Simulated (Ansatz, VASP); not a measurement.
# One calculation of TaN, two programs

INCAR

```
SYSTEM = TaN
PREC = Accurate
ENCUT = 520
EDIFF = 1E-7
ISMEAR = 0
SIGMA = 0.02
LREAL = .False.
LASPH = .True.
NELM = 60
ALGO = Normal
ISIF = 2
LWAVE = .False.
LCHARG = .True.
GGA = PE
LELF = .True.
```

The input KPOINTS:

```
regular mesh
0
Gamma
  10 10 5
  0 0 0
```

POSCAR

```
TaN
1.0
    2.9217699809      0.0000000000      0.0000000000
   -1.4608849905      2.5303270275      0.0000000000
    0.0000000000      0.0000000000      5.9165150000
Ta N
2 2
Direct
    0.0000000000      0.0000000000      0.5000000000
    0.0000000000      0.0000000000      0.0000000000
    0.3333333333      0.6666666667      0.2500000000
    0.6666666667      0.3333333333      0.7500000000
```

File input.yaml:

```yaml
crystal:
  lattice:
    - [2.9217699809, 0.0, 0.0]
    - [-1.4608849905, 2.5303270275, 0.0]
    - [0.0, 0.0, 5.916515]
  atoms:
    - { symbol: Ta, position: [0.0, 0.0, 0.5] }
    - { symbol: Ta, position: [0.0, 0.0, 0.0] }
    - { symbol: "N", position: [0.3333333333, 0.6666666667, 0.25] }
    - { symbol: "N", position: [0.6666666667, 0.3333333333, 0.75] }
hamiltonian:
  xc: pbe
  pseudopotentials: { kind: paw }
kpoints:
  mp_grid: { grid: [10, 10, 5] }
scf:
  occupations: { method: gaussian, width: 0.02 }
output:
  forces: true
  stress: true
  eigenvalues: true
  write_density: true
  write_potential: true
  elf: true
  volumetric_format: npy
```

The cell comes from a database or a generator and needn't be the stable form of this composition.

Alike in both runs: functional PBE; k mesh 10 × 10 × 5; occupations gaussian, width 0.02 eV; no spin polarisation.

|  | VASP | Ansatz |
| --- | --- | --- |
| version | VASP 6.6.1 | Ansatz 0.2.0 |
| potentials or method | VASP PAW PBE potentials, release 64 (Ta_pv, N) | Ansatz PAW |
| plane-wave cutoff (eV) | 520 | 420 |
| valence electrons in the cell | 32 | 36 |
| task | electron localisation function | single point |

|  | VASP | Ansatz | Ansatz less VASP |
| --- | --- | --- | --- |
| gap on the k mesh at the Fermi level (eV) | none | none | - |
| pressure (GPa) | -0.4 | -1.1 | -0.69 |
| largest component of the traceless stress (GPa) | 0.16 | 0.10 | -0.062 |

A gap of «none» marks a metal or a gap that the smearing closes. With one functional, cell and mesh, what is left measures potentials, basis and numerics. The two sets of potentials don't hold the same shells in valence.

Caveats: the pressure holds a Pulay correction of +0.4 GPa for the finite cutoff (Ansatz). Spin-orbit coupling is left out, which matters for the levels of Ta.
